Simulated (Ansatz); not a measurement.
**Hf3Si2: further runs on the relaxed cell**

One table from this session's results is given with a row withheld; the runs are named, their logs left out.

Program: Ansatz 0.2.0. Level of theory: DFT r2SCAN, scalar-relativistic, plane waves, PAW. These are calculated values, not measurements.

**The structure to begin with**

It takes space group P4/mbm (No. 127, tetragonal). The conventional cell has a = 6.999 Å, b = 6.999 Å, c = 3.662 Å, α = 90.00°, β = 90.00°, γ = 90.00°. Around Hf (site symmetry m2m) lie 6 Si at 2.72 to 2.79 Å. Hf (site symmetry 4/m) has 4 Si at 2.77 Å and 8 Hf at 3.17 Å in its first shell of neighbours. Si (site symmetry m2m) is surrounded by 1 Si at 2.45 Å and 8 Hf at 2.72 to 2.79 Å.

Coordinates:

```
Hf Si
1.0
     6.99870    0.00000    0.00000
     0.00000    6.99870    0.00000
     0.00000    0.00000    3.66244
Hf Si
6 4
Direct
  0.67314 0.82686 0.50000
  0.82686 0.32686 0.50000
  0.32686 0.17314 0.50000
  0.17314 0.67314 0.50000
  0.50000 0.50000 0.00000
  0.00000 0.00000 0.00000
  0.62371 0.12371 0.00000
  0.87629 0.62371 0.00000
  0.12371 0.37629 0.00000
  0.37629 0.87629 0.00000
```

It goes back to an entry of the Materials Project, which need not be the stable form.

This cell was relaxed beforehand with the same method: volume 17.94 Å³/atom, gap on the mesh none (metal).

Set-up of the first run:

The input, input.yaml:

```yaml
crystal:
  lattice:
    - [6.9280043004, 0.0, 0.0]
    - [0.0, 6.9280043004, 0.0]
    - [0.0, 0.0, 3.6254453187]
  atoms:
    - { symbol: Hf, position: [0.6731363474, 0.8268636526, 0.5] }
    - { symbol: Hf, position: [0.8268636526, 0.3268636526, 0.5] }
    - { symbol: Hf, position: [0.3268636526, 0.1731363474, 0.5] }
    - { symbol: Hf, position: [0.1731363474, 0.6731363474, 0.5] }
    - { symbol: Hf, position: [0.5, 0.5, 0.0] }
    - { symbol: Hf, position: [0.0, 0.0, 0.0] }
    - { symbol: Si, position: [0.6237144841, 0.1237144841, 0.0] }
    - { symbol: Si, position: [0.8762855159, 0.6237144841, 0.0] }
    - { symbol: Si, position: [0.1237144841, 0.3762855159, 0.0] }
    - { symbol: Si, position: [0.3762855159, 0.8762855159, 0.0] }
basis:
  ecutwfc: 500
kpoints:
  mp_grid: { grid: [6, 6, 10] }
hamiltonian:
  xc: r2scan
scf:
  occupations: { method: gaussian, width: 0.1 }
output:
  forces: true
  stress: true
  eigenvalues: true
relax:
  adjacent_minimum: "off"
  f_tol: 0.01
  max_steps: 30
  cell: { stress_tol: 0.1, fix: [volume] }
```

Started as:

```bash
$ ansatz run input.yaml --threads 2 --pin off --max-ram 5120MiB --backend cpu --events-out ev --progress --plain --runs-dir out
```

Steps of the session up to this table: The cell scaled to 0.97 of its volume; Volume × 1.03; Point at V/V0 = 0.94; Point at V/V0 = 1.06; The cell scaled to 0.91 of its volume; Volume × 1.10; Volume × 0.88.

One table of the session follows, with a row left open; its other results are not shown here.

It belongs to the step «Energy against volume». 

| volume (Å³/atom) | energy above the lowest point (meV/atom) | pressure (GPa) |
| --- | --- | --- |
| 15.787 | 144.2 | 23.96 |
| 16.325 | 76.6 | 16.53 |
| 16.863 | 32.1 | 10.14 |
| 17.401 | 7.6 | 4.68 |
| 17.939 | 0.0 | 0.00 |
| 18.477 | ? | ? |
| 19.016 | 27.1 | -7.77 |
| 19.733 | 71.4 | -11.89 |

Estimate the missing values for volume (Å³/atom) = 18.477.

Worked estimate for «energy above the lowest point (meV/atom)». A straight line through the neighbours (17.939, 0.0) and (19.016, 27.1) gives 0.0 + (27.1 − 0.0) × (18.477 − 17.939) / (19.016 − 17.939) = 13.5; a parabola fitted to 4 rows on both sides gives 7.2.

The run gave: energy above the lowest point (meV/atom): 7.0; pressure (GPa): -4.14. In «energy above the lowest point (meV/atom)» the line misses by +6.5 and the parabola by +0.2.
